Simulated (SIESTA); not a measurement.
Runs of SIESTA 5.4.2 on Ge. It takes space group Fd-3m (No. 227, cubic). Conventional cell: a = 5.658 Å, b = 5.658 Å, c = 5.658 Å, α = 90.00°, β = 90.00°, γ = 90.00°. Ge (site symmetry -43m) is surrounded by 4 Ge at 2.45 Å. 

| potentials or basis | gap on the mesh (eV) | pressure (GPa) |
| --- | --- | --- |
| PseudoDojo 0.4 standard (PBE files), DZP (energy shift 0.003 Ry; two zetas on semicore shells) | 0.07 | 5.1 |
| Ansatz (PBE files), DZP (energy shift 0.003 Ry; two zetas on semicore shells) | 0.07 | 5.5 |
| SG15 1.2 (PBE files) or PseudoDojo by element, DZP (energy shift 0.003 Ry; two zetas on semicore shells) | none | 4.4 |
| SPMS 1.0 (PBE files) or PseudoDojo by element, DZP (energy shift 0.003 Ry; two zetas on semicore shells) | none | (a) |
| PseudoDojo 0.5 standard (PBE files), DZP (energy shift 0.003 Ry; two zetas on semicore shells) | 0.07 | 5.1 |

Alike in all rows: task single point; level PBE; no spin polarisation; cell as given; k mesh 5 × 5 × 5; smearing fermi-dirac 0.05 eV; grid cutoff 800 Ry; energy shift 0.003 Ry.

**Question.** Estimate the missing entries.

**Answer.** (a) 4.7.

Caveats: the basis of atomic orbitals isn't converged, which shifts pressures, moduli and gaps; an odd mesh through Γ misses points on the zone boundary, where band edges often lie (some runs).

A k mesh can miss the band edges, and the runs leave out spin-orbit coupling on Ge.

A gap of «none» marks a metal or a gap under the smearing width.
